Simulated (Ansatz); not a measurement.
# AlCu3 (Pm-3m) in Ansatz: elastic constants with PBEsol

Aim: the elastic constants of AlCu3 with PBEsol.

Program: Ansatz 0.2.0. These are calculated values, not measurements. Logs are shortened: lines on timing, memory, paths and dates and some standing lists are left out, and cuts for length are marked.

**1. The crystal as given**

Symmetry: Pm-3m, No. 221, cubic system. Conventional cell: a = 3.637 Å, b = 3.637 Å, c = 3.637 Å, α = 90.00°, β = 90.00°, γ = 90.00°. Around Cu (site symmetry 4/mmm) lie 8 Cu at 2.57 Å and 4 Al at 2.57 Å. Al (site symmetry m-3m) is surrounded by 12 Cu at 2.57 Å.

The cell comes from a database or a generator and needn't be the stable form of this composition.

**2. Elastic constants, PBEsol**

input.yaml reads:

```yaml
crystal:
  lattice:
    - [3.63737667, 0.0, 0.0]
    - [0.0, 3.63737667, 0.0]
    - [0.0, 0.0, 3.63737667]
  atoms:
    - { symbol: Cu, position: [0.0, 0.5, 0.5] }
    - { symbol: Cu, position: [0.5, 0.0, 0.5] }
    - { symbol: Cu, position: [0.5, 0.5, 0.0] }
    - { symbol: Al, position: [0.0, 0.0, 0.0] }
hamiltonian:
  xc: pbesol
  pseudopotentials: { kind: paw }
kpoints:
  mp_grid: { grid: [6, 6, 6] }
scf:
  occupations: { method: fermi_dirac, width: 0.05 }
output:
  forces: true
  stress: true
elastic:
  mode: relaxed_ion
  stencil: two_point
```

Potentials or basis: Ansatz PAW.

Started as:

```sh
> ansatz run input.yaml --threads 2 --pin off --max-ram 5632MiB --backend cpu --events-out ev --progress --plain --runs-dir out
```

Output:

```text
Warning: RAYON_NUM_THREADS=2 ignored (pool sized by the plan → 2); use --threads N
Engine: ansatz 0.2.0, aarch64-unknown-linux-gnu
Pseudopotentials: kind: paw
Pseudopotential: Cu, paw, valence charge 19, recommended cutoff 420 eV (normal), Cu.paw.azcp
Pseudopotential: Al, paw, valence charge 3, recommended cutoff 420 eV (normal), Al.paw.azcp
Functional definition: PBEsol
  exchange = pbesol_x
  correlation = pbesol_c
Crystal: 4 atoms, lattice volume = 48.124 Å³
Basis set: ecut = 420 eV, 925 PW (Γ), exchange–correlation on 50×50×50 points (8 copies of the dense FFT grid, shifted against one another)
Bands: 36, of which v1, the nominal top of the filled ones, is band 30 counted from 1 (29 counted from 0)
Symmetry: 48 space group operations
Space group: Pm-3m (ITA 221), of the structure as read, at distance tolerance 3.6e-5 Å
k-points: 20 of 216
Non-local potential: Cu, projectors of the file, l = 0: 3, l = 1: 2, l = 2: 3, l = 3: 1
Non-local potential: Al, projectors of the file, l = 0: 2, l = 1: 2, l = 2: 1
PAW form: soft (Blöchl's): semilocal exchange-correlation on the pseudo side does not see the compensation charge
PAW frozen core: Cu, regenerated for the run's functional, and the local potential with it (the file was generated under x = pbe(κ = 0.804, μ = 0.2195149727645171), c = pbe(β = 0.06672455060314922))
PAW frozen core: Al, regenerated for the run's functional, and the local potential with it (the file was generated under x = pbe(κ = 0.804, μ = 0.2195149727645171), c = pbe(β = 0.06672455060314922))
PAW one-centre angular grid: Cu, 590 points (default); XC on 64 Gauss nodes
PAW one-centre angular grid: Al, 110 points (default); XC on 64 Gauss nodes
Initial density: superposition of atomic densities (neutral atoms: chi_scale 0, normalization atom), corrected by the library's trained network
Initial wavefunctions: pseudopotential atomic-orbital guess
Functional: x = pbesol(κ = 0.804, μ = 0.12345679012345678), c = pbesol(β = 0.046)
SCF iter   1: F=—  HF=-20291.676227 eV  |F-HF|=—  |Δ(HF+E_count)|=         —  Δρ=1.28e-2  dr2=3.78e-2  ethr=1.77e-3  ⟨swp⟩=5.8  Hψ=2620  notcnv=0  defer=7
preconditioner: auto → Resta (q_TF=auto, 2.830 Å⁻¹)  ε∞=14.2  [insulator: Δε(μ)=0.525 eV  Ē_g=8.856 eV  σ=0.050 eV  W_gap=0.76  n_scr=18 (ndim 8)  ℏωp=32.1 eV  f_vac=0.000  D(μ)=0.85/eV (n_scr^D=6)  ε∞_Penn≈14.2]
SCF iter   2: F=—  HF=-20291.666842 eV  |F-HF|=—  |Δ(HF+E_count)|=   9.39e-3  Δρ=8.89e-4  dr2=4.71e-4  ethr=6.31e-5  ⟨swp⟩=2.0  Hψ=1310  notcnv=0  defer=23
SCF iter   3: F=—  HF=-20291.666409 eV  |F-HF|=—  |Δ(HF+E_count)|=   4.33e-4  Δρ=1.22e-3  dr2=4.15e-4  ethr=7.84e-7  ⟨swp⟩=2.0  Hψ=1240  notcnv=0  defer=23
SCF iter   4: F=—  HF=-20291.666241 eV  |F-HF|=—  |Δ(HF+E_count)|=   1.68e-4  Δρ=1.95e-4  dr2=2.90e-5  ethr=6.92e-7  ⟨swp⟩=2.4  Hψ=955  notcnv=0  defer=23
SCF iter   5: F=—  HF=-20291.666219 eV  |F-HF|=—  |Δ(HF+E_count)|=   2.26e-5  Δρ=7.13e-5  dr2=4.95e-6  ethr=4.84e-8  ⟨swp⟩=2.0  Hψ=1045  notcnv=0  defer=23
SCF iter   6: F=—  HF=-20291.666213 eV  |F-HF|=—  |Δ(HF+E_count)|=   5.92e-6  Δρ=1.34e-5  dr2=1.08e-7  ethr=8.25e-9  ⟨swp⟩=2.0  Hψ=988  notcnv=0  defer=23
SCF iter   7: F=—  HF=-20291.666213 eV  |F-HF|=—  |Δ(HF+E_count)|=   2.95e-8  Δρ=3.33e-6  dr2=4.05e-9  ethr=1.80e-10  ⟨swp⟩=2.0  Hψ=1252  notcnv=0  defer=23
SCF iter   8: F=—  HF=-20291.666213 eV  |F-HF|=—  |Δ(HF+E_count)|=   1.61e-9  Δρ=8.74e-7  dr2=2.78e-10  ethr=6.75e-12  ⟨swp⟩=2.1  Hψ=883  notcnv=0  defer=23
SCF iter   9: F=—  HF=-20291.666213 eV  |F-HF|=—  |Δ(HF+E_count)|=  6.55e-11  Δρ=7.36e-8  dr2=1.33e-12  ethr=4.64e-13 (applied; sched 1.00e-12)  ⟨swp⟩=2.4  Hψ=1065  notcnv=0  defer=23
SCF iter  10: F=-20291.666213 eV  HF=-20291.666213 eV  |F-HF|=1.46e-11  |Δ(HF+E_count)|=    0.00e0  Δρ=1.15e-8  dr2=4.28e-14  ethr=1.00e-12  ⟨swp⟩=7.7  Hψ=2987  notcnv=0
SCF 1 converged in 10 iterations: F = -20291.666213 eV  dr2 = 4.28e-14
Crystal: 4 atoms, lattice volume = 48.028 Å³
Symmetry: 16 space group operations
k-points: 40 of 216
Initial density: handed on by an earlier stage of this run
Initial wavefunctions: those handed on with the density
iter 1 solved again at ethr=4.74e-7 eV; its pass at ethr=3.10e-3 eV (dr2=2.85e-4 eV) is discarded
SCF iter   1: F=—  HF=-20291.666613 eV  |F-HF|=—  |Δ(HF+E_count)|=         —  Δρ=8.75e-4  dr2=2.65e-4  ethr=4.74e-7  ⟨swp⟩=2.3  Hψ=6087  notcnv=0  defer=34
[... 41 lines left out ...]
SCF iter   1: F=—  HF=-20291.666184 eV  |F-HF|=—  |Δ(HF+E_count)|=         —  Δρ=5.14e-6  dr2=7.63e-9  ethr=1.11e-11  ⟨swp⟩=2.3  Hψ=7562  notcnv=0  defer=33
preconditioner: auto → Resta (q_TF=auto, 2.830 Å⁻¹)  ε∞=14.0  [insulator: Δε(μ)=0.513 eV  Ē_g=8.903 eV  σ=0.050 eV  W_gap=0.72  n_scr=18 (ndim 8)  ℏωp=32.1 eV  f_vac=0.000  D(μ)=0.85/eV (n_scr^D=6)  ε∞_Penn≈14.0]
SCF iter   2: F=—  HF=-20291.666164 eV  |F-HF|=—  |Δ(HF+E_count)|=   2.03e-5  Δρ=2.62e-6  dr2=1.99e-9  ethr=1.11e-11  ⟨swp⟩=3.0  Hψ=3914  notcnv=0  defer=33
SCF iter   3: F=—  HF=-20291.666164 eV  |F-HF|=—  |Δ(HF+E_count)|=  2.07e-10  Δρ=1.11e-6  dr2=3.40e-10  ethr=3.32e-12  ⟨swp⟩=2.3  Hψ=2470  notcnv=0  defer=33
SCF iter   4: F=—  HF=-20291.666164 eV  |F-HF|=—  |Δ(HF+E_count)|=  8.37e-11  Δρ=2.69e-7  dr2=2.70e-11  ethr=5.66e-13 (applied; sched 1.00e-12)  ⟨swp⟩=2.2  Hψ=2764  notcnv=0  defer=55
SCF iter   5: F=—  HF=-20291.666164 eV  |F-HF|=—  |Δ(HF+E_count)|=    0.00e0  Δρ=1.24e-7  dr2=4.40e-12  ethr=4.50e-14 (applied; sched 1.00e-12)  ⟨swp⟩=2.1  Hψ=2753  notcnv=0  defer=62
SCF iter   6: F=—  HF=-20291.666164 eV  |F-HF|=—  |Δ(HF+E_count)|=    0.00e0  Δρ=8.26e-8  dr2=2.43e-12  ethr=7.34e-15 (applied; sched 1.00e-12)  ⟨swp⟩=2.0  Hψ=2682  notcnv=0  defer=63
SCF iter   7: F=—  HF=-20291.666164 eV  |F-HF|=—  |Δ(HF+E_count)|=    0.00e0  Δρ=2.03e-8  dr2=1.91e-13  ethr=4.05e-15 (applied; sched 1.00e-12)  ⟨swp⟩=2.0  Hψ=2645  notcnv=0  defer=63
SCF iter   8: F=-20291.666164 eV  HF=-20291.666164 eV  |F-HF|=3.64e-12  |Δ(HF+E_count)|=  7.28e-12  Δρ=8.03e-9  dr2=4.31e-14  ethr=1.00e-12  ⟨swp⟩=4.0  Hψ=5943  notcnv=0
SCF 5 converged in 8 iterations: F = -20291.666164 eV  dr2 = 4.31e-14
SCF converged after 10 iterations
Free energy (F): -20291.666213 eV
Harris-Foulkes:  -20291.666213 eV  (|F-HF|=1.46e-11)
Internal energy: -20291.659533 eV  (E = F + TS)
E sigma→0 (E₀):  -20291.662873 eV
Entropy (-TS):   -0.006679 eV (-1.670 meV/atom)
Fermi energy:    15.455569 eV
--- Per-component energies (eV) ---
  E_band       = -1156.685184
  E_kinetic    = 926.212198
  E_local      = -13930.564511  (includes V_loc(G=0)·N_el)
  E_nonlocal   = 1179.959336
  E_hartree    = 6195.490904
  E_xc         = -309.023997
  E_vxc        = -378.695502  (∫ρ·V_xc dr)
  E_paw        = -5329.708494  (= ΣΔE_a)
  E_vpaw       = -1344.579238  (= ΣTr[D̂ρ^β])
  E_aug_tail   = 0.000745  (compensation charges beyond the density's cutoff)
  E_ewald      = -9024.663461
  E_core_change = 0.637746  (= ΣΔE_core)
  E_smearing   = -0.006679  (= −TS)
  E_closure    = 0.000000  (closes the sum)
  Σ components = -20291.666213   (vs F -20291.666213, Δ=0.00e0)
--- Forces (eV/Å), atoms counted from 1 ---
  atom   1  Cu     0.00000000     0.00000000     0.00000000
  atom   2  Cu     0.00000000    -0.00000000     0.00000000
  atom   3  Cu     0.00000000     0.00000000     0.00000000
  atom   4  Al    -0.00000000     0.00000000     0.00000000
  max |Σ_I F_I| component: 2.37e-28 eV/Å
--- Stress (GPa, compression-positive) ---
       -0.714246       0.000000      -0.000000
       -0.000000      -0.714246       0.000000
        0.000000       0.000000      -0.714246
  P = ⅓ Tr σ = -0.7142 GPa (-7.142 kbar)
--- Band table (eV; the first three rows and the last of 20) ---
  k-point 0: bands = ["-97.5048", "-97.4921", "-97.4921", "-55.0693", "-55.0693", "-55.0693", "-55.0514", "-55.0514", "-55.0514", "-54.9248", "-54.9248", "-54.9248", "4.5842", "9.9134", "10.4833", "10.4833", "10.7651", "10.7651", "10.7651", "12.1809", "12.1809", "12.1809", "12.8383", "12.8383", "13.0634", "13.3082", "13.3082", "13.3082", "14.9884", "14.9884", "14.9884", "19.6970", "19.6970", "20.4162", "25.7969", "25.7969"]
  k-point 1: bands = ["-97.5041", "-97.4929", "-97.4922", "-55.0676", "-55.0676", "-55.0674", "-55.0521", "-55.0521", "-55.0516", "-54.9269", "-54.9257", "-54.9257", "4.9063", "9.9571", "10.3429", "10.6530", "10.8099", "10.8099", "10.8271", "12.0851", "12.0851", "12.1175", "12.7052", "12.8388", "12.9499", "12.9499", "12.9734", "13.3084", "13.6576", "15.7090", "15.7090", "19.7597", "20.2349", "22.0673", "24.0909", "24.0909"]
  k-point 2: bands = ["-97.5021", "-97.4948", "-97.4922", "-55.0637", "-55.0637", "-55.0634", "-55.0540", "-55.0540", "-55.0518", "-54.9314", "-54.9277", "-54.9277", "5.8460", "9.0878", "10.4412", "10.9193", "10.9193", "10.9747", "11.0710", "11.8813", "11.8813", "11.9669", "12.1974", "12.5220", "12.5220", "12.6106", "12.6826", "12.8773", "13.3088", "17.2115", "17.2115", "19.9406", "20.6750", "21.4619", "21.4619", "22.9994"]
  k-point 19: bands = ["-97.4964", "-97.4964", "-97.4964", "-55.0853", "-55.0853", "-55.0853", "-55.0278", "-55.0278", "-55.0278", "-54.9907", "-54.9052", "-54.9052", "8.8518", "10.1867", "10.1867", "10.1867", "11.6877", "11.6877", "11.6877", "12.2917", "12.2917", "12.2917", "12.3256", "12.3256", "12.3256", "12.3948", "12.3948", "13.1334", "13.1334", "13.1334", "13.8242", "16.6711", "17.0789", "17.0789", "17.0789", "31.8662"]
--- Elastic constants: 2 strain directions × 2 members + reference (group order 48) ---
  dense FFT box of the reference and of every strained cell: 25×25×25
  strains applied: 11, 23; error gains: componentwise 1.00 (the most a stress slope's error grows in a printed constant), spectral 1.73 (1 for all six strains in a standard setting)
  C = ∂σ_k/∂η_j (tension-positive GPa; Voigt order 11 22 33 23 13 12):
       186.319    132.020    132.020     -0.000     -0.000     -0.000
       132.020    186.319    132.020     -0.000     -0.000     -0.000
       132.020    132.020    186.319     -0.000     -0.000     -0.000
        -0.000     -0.000     -0.000    104.580      0.000      0.000
        -0.000     -0.000      0.000      0.000    104.580      0.000
         0.000     -0.000     -0.000      0.000      0.000    104.580
  reference stress σ⁰ (GPa):      0.714      0.714      0.714     -0.000      0.000      0.000
  C* (energy form; C + prestress term) asymmetry max|C*_kj − C*_jk| = 5.684e-14 GPa — a small one proves nothing (zero by symmetry where the batch's group is 432, −43m or m−3m); a large one is finite-difference/SCF noise where every solve meets its electron count
  moduli (Voigt/Reuss/Hill, GPa): K = 150.12/150.12/150.12   G = 73.61/48.85/61.23   E = 161.70   ν = 0.320
  mechanically stable: yes (min eigenvalue of sym C = 54.30 GPa)
  strain η (Voigt 11):  stress-route row diagonal C_11 = 186.32 GPa, energy-path curvature d²(F+E_count+ΔE)/dδ²/Ω₀ = 186.44 GPa
         δ    σ_11 (GPa)             F (eV)   n_scf  n_hpsi   n_pw
    -2.000e-3       0.3383      -20291.6665367      10   29267    968   relax 0 steps, max|allowed force component| 1.60e-29 eV/Å
     2.000e-3       1.0835      -20291.6656980       9   24423    968   relax 0 steps, max|allowed force component| 1.91e-29 eV/Å
  strain η (Voigt 23):  stress-route row diagonal C_44 = 104.58 GPa, energy-path curvature d²(F+E_count+ΔE)/dδ²/Ω₀ = 103.85 GPa
         δ    σ_23 (GPa)             F (eV)   n_scf  n_hpsi   n_pw
    -2.000e-3      -0.2092      -20291.6661635       9   35136    968   relax 0 steps, max|allowed force component| 9.47e-30 eV/Å
     2.000e-3       0.2092      -20291.6661635       8   31619    968   relax 0 steps, max|allowed force component| 9.66e-30 eV/Å
```

Run time: 10 s. Hardware: 2 threads of Arm Neoverse V2, shared host; peak memory 0.38 GiB.

What came out:

| Property | Result |
| --- | --- |
| Free energy | -20291.6662 eV |
| Pressure | -0.7 GPa |
| Band gap on the k mesh | none (metal or under the smearing width) |
| Elastic constants C11, C12, C44 | 186, 132, 105 GPa |
| Voigt bulk modulus | 150 GPa |

Elastic tensor in Voigt notation (GPa, in the Cartesian axes of the cell as first typed):
```
186 132 132   0   0   0
132 186 132   0   0   0
132 132 186   0   0   0
  0   0   0 105   0   0
  0   0   0   0 105   0
  0   0   0   0   0 105
```

Caveat: elastic constants of metals need much finer meshes, so these are rough; the PAW data sets come from PBE, with cores solved anew for the run's functional, which leaves a small shift of forces and pressure.
